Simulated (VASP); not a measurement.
# AlN (P6_3mc) in VASP: a series of runs

One crystal, AlN, is run at these levels: r2SCAN; tasks: relaxation of cell and atoms, vibrations by finite differences.

All numbers are computed with VASP 6.6.1; they aren't measurements. Logs are shortened: lines on timing, memory, paths and dates and some standing lists are left out, and cuts for length are marked.

## 1. Starting point

The structure is hexagonal, space group P6_3mc (No. 186). The conventional cell has a = 3.113 Å, b = 3.113 Å, c = 4.981 Å, α = 90.00°, β = 90.00°, γ = 120.00°. Al (site symmetry 3m) is surrounded by 4 N at 1.89 Å. N (site symmetry 3m) has 4 Al at 1.89 Å as nearest neighbours.

## 2. Relaxation of cell and atoms, r2SCAN

The input, INCAR:

```
SYSTEM = AlN
PREC     = Accurate       ! precision mode
ENCUT    = 520            ! plane-wave cutoff, eV
EDIFF    = 1E-7           ! SCF threshold, eV
ISMEAR   = 0              ! smearing method
SIGMA    = 0.02           ! smearing width, eV
LREAL    = .FALSE.        ! projectors in reciprocal space
LASPH    = .TRUE.         ! aspherical terms in the spheres
NELM     = 100            ! most SCF steps
ALGO     = Normal         ! electronic algorithm
ISIF     = 3              ! what is computed and relaxed
LWAVE    = .FALSE.        ! write WAVECAR
LCHARG   = .FALSE.        ! write CHGCAR
METAGGA  = R2SCAN         ! meta-GGA
LMIXTAU  = .TRUE.       
IBRION   = 2              ! ionic algorithm
NSW      = 80             ! ionic steps
EDIFFG   = -0.002         ! ionic threshold
KPAR     = 4
```

The input, KPOINTS:

```
regular mesh
0
G
  12 12 6
  0 0 0
```

The input, POSCAR:

```
AlN
1.0
    3.1130000000      0.0000000000      0.0000000000
   -1.5565000000      2.6959370800      0.0000000000
    0.0000000000      0.0000000000      4.9810000000
Al N
2 2
Direct
    0.3333333300      0.6666666700      0.0000000000
    0.6666666700      0.3333333300      0.5000000000
    0.3333333300      0.6666666700      0.3800000000
    0.6666666700      0.3333333300      0.8800000000
```

Potentials or basis: VASP PAW PBE potentials, release 64 (Al, N).

Started as:

```sh
> cat potpaw_PBE.64/Al/POTCAR potpaw_PBE.64/N/POTCAR > POTCAR
> mpirun -np 4 vasp_std > vasp.out
```

OUTCAR:

```text
SYSTEM = AlN
   PREC = Accurate
   ENCUT = 520
   EDIFF = 1E-7
   ISMEAR = 0
   LREAL = .FALSE.
   LASPH = .TRUE.
   NELM = 100
   ISIF = 3
   METAGGA = R2SCAN
   IBRION = 2
   NSW = 80
   EDIFFG = -0.002

 ion  position               nearest neighbor table
   1  0.333  0.667  0.000-   3 1.89   4 1.89   4 1.89   4 1.89   2 3.07   2 3.07   2 3.07   2 3.07
                             2 3.07   2 3.07
   2  0.667  0.333  0.500-   4 1.89   3 1.89   3 1.89   3 1.89   1 3.07   1 3.07   1 3.07   1 3.07
                             1 3.07   1 3.07
   3  0.333  0.667  0.380-   1 1.89   2 1.89   2 1.89   2 1.89
   4  0.667  0.333  0.880-   2 1.89   1 1.89   1 1.89   1 1.89

  LATTYP: Found a hexagonal cell.
 ALAT       =     3.1130000000
 C/A-ratio  =     1.6000642467

  Lattice vectors:

 A1 = (   3.1130000000,   0.0000000000,   0.0000000000)
 A2 = (  -1.5565000000,   2.6959370800,   0.0000000000)
 A3 = (   0.0000000000,   0.0000000000,   4.9810000000)

Analysis of symmetry for initial positions (statically):
=====================================================================
 Subroutine PRICEL returns:
 Original cell was already a primitive cell.

 Routine SETGRP: Setting up the symmetry group for a
 hexagonal supercell.

 Subroutine GETGRP returns: Found 12 space group operations
 (whereof  6 operations were pure point group operations)
 out of a pool of 24 trial point group operations.

The static configuration has the point symmetry C_3v.
 The point group associated with its full space group is C_6v.

Analysis of symmetry for dynamics (positions and initial velocities):
=====================================================================
 Subroutine PRICEL returns:
 Original cell was already a primitive cell.

 Routine SETGRP: Setting up the symmetry group for a
 hexagonal supercell.

 Subroutine GETGRP returns: Found 12 space group operations
 (whereof  6 operations were pure point group operations)
 out of a pool of 24 trial point group operations.

The dynamic configuration has the point symmetry C_3v.
 The point group associated with its full space group is C_6v.

 Subroutine INISYM returns: Found 12 space group operations
 (whereof  6 operations are pure point group operations),
 and found     1 'primitive' translations

----------------------------------------------------------------------------------------

                                     Primitive cell

  volume of cell :      41.8028

  direct lattice vectors                    reciprocal lattice vectors
     3.113000000  0.000000000  0.000000000     0.321233537  0.185464269  0.000000000
    -1.556500000  2.695937080  0.000000000     0.000000000  0.370928538  0.000000000
     0.000000000  0.000000000  4.981000000     0.000000000  0.000000000  0.200762899

  length of vectors
     3.113000000  3.112999998  4.981000000     0.370928538  0.370928538  0.200762899

  position of ions in fractional coordinates (direct lattice)
     0.333333330  0.666666670  0.000000000
     0.666666670  0.333333330  0.500000000
     0.333333330  0.666666670  0.380000000
     0.666666670  0.333333330  0.880000000

  ion indices of the primitive-cell ions
   primitive index   ion index
                 1           1
                 2           2
                 3           3
                 4           4

----------------------------------------------------------------------------------------

 KPOINTS: regular mesh

Automatic generation of k-mesh.
 Grid dimensions read from file:
 generate k-points for:   12   12    6

 Generating k-lattice:

  Cartesian coordinates                     Fractional coordinates (reciprocal lattice)
     0.026769461  0.015455356  0.000000000     0.083333333 -0.000000000  0.000000000
     0.000000000  0.030910712  0.000000000     0.000000000  0.083333333  0.000000000
     0.000000000  0.000000000  0.033460483     0.000000000  0.000000000  0.166666667

  Length of vectors
     0.030910711  0.030910712  0.033460483

  Shift w.r.t. Gamma in fractional coordinates (k-lattice)
     0.000000000  0.000000000  0.000000000

 Subroutine IBZKPT returns following result:
 ===========================================

 Found     76 irreducible k-points:

 Following reciprocal coordinates:
            Coordinates               Weight
  0.000000  0.000000  0.000000      1.000000
  0.083333  0.000000  0.000000      6.000000
  0.166667  0.000000  0.000000      6.000000
  0.250000  0.000000  0.000000      6.000000
  0.333333  0.000000  0.000000      6.000000
  0.416667  0.000000  0.000000      6.000000
[... 16 lines left out ...]
  0.250000  0.000000  0.166667     12.000000
  0.333333  0.000000  0.166667     12.000000
 [... further k-points ...]
   k-points           NKPTS =     76   k-points in BZ     NKDIM =     76   number of bands    NBANDS=     12
   number of dos      NEDOS =    301   number of ions     NIONS =      4
   total plane-waves  NPLWV =  23040
   dimension x,y,z NGX =    24 NGY =   24 NGZ =   40
   dimension x,y,z NGXF=    48 NGYF=   48 NGZF=   80
   ions per type =               2   2
   NGX,Y,Z   is equivalent  to a cutoff of  12.82, 12.82, 13.35 a.u.
   NGXF,Y,Z  is equivalent  to a cutoff of  25.63, 25.63, 26.70 a.u.
 SYSTEM =  AlN
   PREC   = accura    normal or accurate (medium, high low for compatibility)
   ISTART =      0    job   : 0-new  1-cont  2-samecut
   ICHARG =      2    charge: 1-file 2-atom 10-const
   ISPIN  =      1    spin polarized calculation?
   LNONCOLLINEAR =      F non collinear calculations
   LSORBIT =      F    spin-orbit coupling
   LASPH  =      T    aspherical Exc in radial PAW
   ENCUT  =  520.0 eV  38.22 Ry    6.18 a.u.   5.79  5.79  9.26*2*pi/ulx,y,z
   NELM   =    100;   NELMIN=  2; NELMDL= -5     # of ELM steps
   EDIFF  = 0.1E-06   stopping-criterion for ELM
   LREAL  =      F    real-space projection
   EDIFFG = -.2E-02   stopping-criterion for IOM
   NSW    =     80    number of steps for IOM
   IBRION =      2    ionic relax: 0-MD 1-quasi-New 2-CG
   NFREE  =      1    steps in history (QN), initial steepest desc. (CG)
   ISIF   =      3    stress and relaxation
   ISYM   =      2    0-nonsym 1-usesym 2-fastsym
   POTIM  = 0.5000    time-step for ionic-motion
   TEBEG  =    0.0;   TEEND  =   0.0 temperature during run
   PSTRESS=    0.0 pullay stress
   NELECT =      16.0000    total number of electrons
   NUPDOWN=      -1.0000    fix difference up-down
   EMIN   =  10.00;   EMAX   =-10.00  energy-range for DOS
   EFERMI =   0.00;   METHOD = LEGACY
   ISMEAR =     0;   SIGMA  =   0.02  broadening in eV -4-tet -1-fermi 0-gaus
   EFERMI_NEDOS =   21; number of points for ismear=-14 and -15
   IALGO  =     38    algorithm
   IMIX   =      4    mixing-type and parameters
     AMIX     =   0.40;   BMIX     =  1.00
     AMIX_MAG =   1.60;   BMIX_MAG =  1.00
  volume/ion in A,a.u.               =      10.45        70.52
  Fermi-wavevector in a.u.,A,eV,Ry     =   1.188629  2.246183 19.222843  1.412839
  Thomas-Fermi vector in A             =   2.324754
   LORBIT       =      0    0 simple, 1 ext, 2 COOP (PROOUT), +10 PAW based schemes
   METAGGA = R2SCAN    functional components
   LHFCALC =     F    Hartree Fock is set to
   AEXX    =    0.0000 exact exchange contribution
   IVDW    =     0    specifies the selected vdW correction
   LEPSILON=     F    determine dielectric tensor
   LRPA    =     F    only Hartree local field effects (RPA)
 conjugate gradient relaxation of ions
 non-spin polarized calculation
 Gauss-broadening in eV      SIGMA  =   0.02
  energy-cutoff  :      520.00
  volume of cell :       41.80
 maximum number of plane-waves:      1152
 NGX is ok and might be reduce to    24
   NGX = 11   NGY = 11   NGZ = 19

--------------------------------------- Ionic step        1  -------------------------------------------

 number of electron      15.9999997 magnetization

 Free energy of the ion-electron system (eV)
  ---------------------------------------------------
  ext. energy  EPLUGINS =         0.00000000
  ---------------------------------------------------
  free energy    TOTEN  =       -38.45440036 eV

  energy without entropy =      -38.45440036  energy(sigma->0) =      -38.45440036

------------------------ aborting loop because EDIFF is reached ----------------------------------------

  FORCE on cell =-STRESS in cart. coord.  units (eV):
  Direction    XX          YY          ZZ          XY          YZ          ZX
  --------------------------------------------------------------------------------------
  -------------------------------------------------------------------------------------
  Total       -0.5007523     -0.5007523     -0.0262929      0.0000000     -0.0000000     -0.0000000
  in kB      -19.1923471    -19.1923470     -1.0077288      0.0000000     -0.0000000     -0.0000000
  external PRESSURE =     -13.1308076 kB  Pullay stress =       0.0000000 kB
[... 95 lines left out ...]
  FREE ENERGIE OF THE ION-ELECTRON SYSTEM (eV)
  ---------------------------------------------------
  free  energy   TOTEN  =       -38.4566293929 eV

  energy  without entropy=      -38.4566293929  energy(sigma->0) =      -38.45662939

[... ionic steps 4 to 7 ...]

--------------------------------------- Ionic step        8  -------------------------------------------

 number of electron      15.9999996 magnetization

------------------------ aborting loop because EDIFF is reached ----------------------------------------

  FORCE on cell =-STRESS in cart. coord.  units (eV):
  Direction    XX          YY          ZZ          XY          YZ          ZX
  --------------------------------------------------------------------------------------
  -------------------------------------------------------------------------------------
  Total       -0.0024813     -0.0024813     -0.0094978      0.0000000     -0.0000000     -0.0000000
  in kB       -0.0956964     -0.0956964     -0.3662982      0.0000000     -0.0000000     -0.0000000
  external PRESSURE =      -0.1858970 kB  Pullay stress =       0.0000000 kB
[... 61 lines left out ...]
  energy  without entropy=      -38.4566984182  energy(sigma->0) =      -38.45669842

--------------------------------------- Ionic step       10  -------------------------------------------

 number of electron      15.9999996 magnetization

 Free energy of the ion-electron system (eV)
  ---------------------------------------------------
  ext. energy  EPLUGINS =         0.00000000
  ---------------------------------------------------
  free energy    TOTEN  =       -38.45669781 eV

  energy without entropy =      -38.45669781  energy(sigma->0) =      -38.45669781

 E-fermi :   6.0386     XC(G=0): -11.4248

 val. band max:        5.9363377170   @ k =   0.0000   0.0000   0.0000
 cond. band min:      10.8718651935   @ k =   0.0000   0.0000   0.0000
 fundamental gap:      4.9355274766
 Fermi energy:         6.0385644967

 k-point     1 :       0.0000    0.0000    0.0000
  band No.  band energies     occupation
      1     -10.0564      2.00000
      2      -7.9285      2.00000
      3      -0.1419      2.00000
      4       5.0486      2.00000
      5       5.0486      2.00000
      6       5.7101      2.00000
      7       5.7101      2.00000
      8       5.9363      2.00000
      9      10.8719      0.00000
     10      13.4902      0.00000
     11      17.5680      0.00000
     12      17.9915      0.00000
[... 331 lines left out ...]
 k-point    24 :       0.3333    0.0000    0.1667
  band No.  band energies     occupation
      1      -8.7313      2.00000
      2      -7.5214      2.00000
      3       0.9636      2.00000
      4       1.9441      2.00000
      5       2.5543      2.00000
      6       4.1207      2.00000
      7       5.1325      2.00000
      8       5.2617      2.00000
      9      12.5170      0.00000
     10      13.3468      0.00000
     11      15.3130      0.00000
     12      17.0859      0.00000

 [... further k-points ...]
[... 5 lines left out ...]
  --------------------------------------------------------------------------------------
  -------------------------------------------------------------------------------------
  Total        0.0002006      0.0002006      0.0005383      0.0000000      0.0000000      0.0000000
  in kB        0.0077391      0.0077391      0.0207613      0.0000000      0.0000000      0.0000000
  external PRESSURE =       0.0120799 kB  Pullay stress =       0.0000000 kB
[... 19 lines left out ...]
  FREE ENERGIE OF THE ION-ELECTRON SYSTEM (eV)
  ---------------------------------------------------
  free  energy   TOTEN  =       -38.4566978107 eV

  energy  without entropy=      -38.4566978107  energy(sigma->0) =      -38.45669781

 reached required accuracy - stopping structural energy minimisation
```

Run time: 4.7 min. Hardware: 4 MPI ranks of Intel Xeon Platinum 8488C (Sapphire Rapids), shared host; peak memory 0.17 GiB.

Results:

- Free energy: -38.4567 eV
- Relaxed volume: 10.38 Å³/atom
- Relaxed cell: a = 3.105 Å, b = 3.105 Å, c = 4.975 Å, α = 90.00°, β = 90.00°, γ = 120.00°
- Space group after relaxing (to 0.05 Å): P6_3mc (No. 186)
- Energy gained by relaxing: 0.6 meV/atom
- Ionic steps: 10
- Pressure after relaxing: 0.0 GPa
- Band gap on the k mesh: 4.94 eV, direct

The path:
| step | energy change (eV) | largest force (eV/Å) | pressure (GPa) | volume (Å³) |
| --- | --- | --- | --- | --- |
| 1 | 0.0000 | 0.1251 | -1.31 | 41.80 |
| 2 | 0.0001 | 0.0987 | 1.37 | 41.29 |
| 3 | -0.0022 | 0.0154 | -0.03 | 41.55 |
| 4 | -0.0022 | 0.0129 | 0.00 | 41.54 |
| 5 | -0.0023 | 0.0067 | 0.01 | 41.54 |
| 6 | -0.0023 | 0.0008 | 0.02 | 41.54 |
| 7 | -0.0023 | 0.0017 | 0.02 | 41.54 |
| 8 | -0.0023 | 0.0018 | -0.02 | 41.54 |
| 9 | -0.0023 | 0.0012 | -0.02 | 41.54 |
| 10 | -0.0023 | 0.0001 | 0.00 | 41.54 |

Final structure:
```
Al N
1.0
     3.10500    0.00000    0.00000
    -1.55250    2.68901    0.00000
     0.00000    0.00000    4.97514
Al N
2 2
Direct
  0.33333 0.66667 0.99916
  0.66667 0.33333 0.49916
  0.33333 0.66667 0.38084
  0.66667 0.33333 0.88084
```

Levels at points of the mesh, in eV from the valence-band top:
```
           k point  band 6  band 7  band 8  band 9  band 10  band 11
(0.00, 0.00, 0.00)   -0.23   -0.23    0.00    4.94     7.55    11.63
(0.50, 0.00, 0.00)   -2.14   -1.77   -0.71    6.45     6.57     9.07
(0.00, 0.00, 0.50)   -0.57   -0.57   -0.57    7.27     7.27    11.33
(0.50, 0.00, 0.50)   -1.50   -1.39   -1.39    6.01     6.01    10.16
```

Caveat: the PAW data sets were made with another functional, which shifts forces and pressure a little.

(Continued in part 2 of 2.)
